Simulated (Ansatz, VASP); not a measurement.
# Pb in VASP and in Ansatz

```
Pb
1.0
     0.00000    2.57044    2.57044
     2.57044    0.00000    2.57044
     2.57044    2.57044    0.00000
Pb
1
Direct
  0.00000 0.00000 0.00000
```

Alike in both runs: task single point; functional PBE; k mesh 14 × 14 × 14; occupations gaussian, width 0.1 eV; no spin polarisation.

|  | VASP | Ansatz |
| --- | --- | --- |
| version | VASP 6.6.1 | Ansatz 0.2.0 |
| potentials or method | VASP PAW PBE potentials, release 64 (Pb_d) | scalar-relativistic, plane waves, PAW |
| plane-wave cutoff (eV) | 520 | 420 |
| valence electrons in the cell | 14 | 14 |

|  | VASP | Ansatz | Ansatz less VASP |
| --- | --- | --- | --- |
| gap on the k mesh at the Fermi level (eV) | none | none | - |
| pressure (GPa) | -2.1 | -2.0 | +0.05 |

A gap of «none» marks a metal or a gap that the smearing closes. The functional is the same, so the differences come from potentials, cutoffs and numerics.

Spin-orbit coupling is left out, which matters for the levels of Pb.
